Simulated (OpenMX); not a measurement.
Crystal: SrVO3.

```
CELL_PARAMETERS angstrom
3.84090 0.00000 0.00000
0.00000 3.84090 0.00000
0.00000 0.00000 3.84090
ATOMIC_POSITIONS crystal
Sr 0.50000 0.50000 0.50000
V 0.00000 0.00000 0.00000
O 0.00000 0.00000 0.50000
O 0.00000 0.50000 0.00000
O 0.50000 0.00000 0.00000
```

Base run:

| Property | Result |
| --- | --- |
| Program | OpenMX 3.8.5 |
| Functional | PBE |
| Potentials or basis | OpenMX 2013 PBE set, Sr10.0-s3p2d2, V6.0-s3p2d2, O6.0-s2p2d1, grid cutoff 400 Ry |
| k mesh | 7 × 7 × 7 |
| Occupations | fermi-dirac, width 0.05 eV |
| Spin | collinear spin, ferromagnetic start |
| Starting moments | [0.0, 2.0, 0.0, 0.0, 0.0] μB |

Its results: pressure 1.4 GPa; net moment 0.00 μB per cell.

**Question.** The run is repeated on the same cell with these changes: functional from PBE to LDA; potentials or basis from OpenMX 2013 PBE set, Sr10.0-s3p2d2, V6.0-s3p2d2, O6.0-s2p2d1, grid cutoff 400 Ry to OpenMX 2013 LDA set, Sr10.0-s3p2d2, V6.0-s3p2d2, O6.0-s2p2d1, grid cutoff 400 Ry. What comes out?

**Answer.** Pressure -11.2 GPa; net moment 0.00 μB per cell.

Caveats: the basis of atomic orbitals isn't converged, which shifts pressures, moduli and gaps.

Not every run made on this cell is shown here.
